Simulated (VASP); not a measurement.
ZnSe: relaxation of cell and atoms with PBEsol

ZnSe:

```xyz
2
Lattice="0.0000 2.8324 2.8324 2.8324 0.0000 2.8324 2.8324 2.8324 0.0000" Properties=species:S:1:pos:R:3 pbc="T T T"
Zn    0.0000    0.0000    0.0000
Se    1.4162    1.4162    1.4162
```

The cell is a database's computed one.

```json
{
  "Program": "VASP 6.6.1",
  "Task": "relaxation of cell and atoms",
  "Functional": "PBEsol",
  "Potentials or basis": "VASP PAW PBE potentials, release 64 (Zn, Se)",
  "Cutoff": "600 eV",
  "k mesh": "8 × 8 × 8",
  "Occupations": "gaussian, width 0.02 eV",
  "Spin": "no spin polarisation",
  "Further INCAR settings": "ALGO = Normal; EDIFF = 1e-07; IBRION = 2; EDIFFG = -0.005; NSW = 90; ISIF = 3"
}
```

```json
{
 "Relaxed volume": "22.43 Å³/atom",
 "Relaxed cell": "a = 3.988 Å, b = 3.988 Å, c = 3.988 Å, α = 60.00°, β = 60.00°, γ = 60.00°",
 "Space group after relaxing (to 0.05 Å)": "F-43m (No. 216)",
 "Energy gained by relaxing": "0.8 meV/atom",
 "Ionic steps": "3",
 "Pressure after relaxing": "0.0 GPa",
 "Band gap on the k mesh": "1.23 eV, direct"
}
```

The path:
```csv
step,energy change (eV),largest force (eV/Å),pressure (GPa),volume (Å³)
1,0.0000,0.0000,-0.82,45.45
2,-0.0014,0.0000,0.26,44.69
3,-0.0015,0.0000,0.00,44.86
```

Final structure:
```
Zn Se
1.0
     0.00000    2.82024    2.82024
     2.82024    0.00000    2.82024
     2.82024    2.82024    0.00000
Zn Se
1 1
Cartesian
  0.0000 0.0000 0.0000
  1.4101 1.4101 1.4101
```

Levels at points of the mesh, in eV from the valence-band top:
```
           k point  band 6  band 7  band 8  band 9  band 10  band 11  band 12  band 13
(0.00, 0.00, 0.00)   -6.23    0.00    0.00    0.00     1.23     5.73     5.73     5.73
(0.50, 0.00, 0.00)   -6.06   -5.38   -0.90   -0.90     2.47     6.30     6.30     8.44
(0.50, 0.50, 0.00)   -6.04   -4.85   -2.26   -2.26     2.80     3.37    10.71    11.27
```

Run time: 28 s on 1 thread of Intel(R) Xeon(R) Platinum 8488C (Sapphire Rapids), with other jobs on the host, peak memory 0.2 GiB.

Caveat: the PAW data sets were made with another functional, which shifts forces and pressure a little.
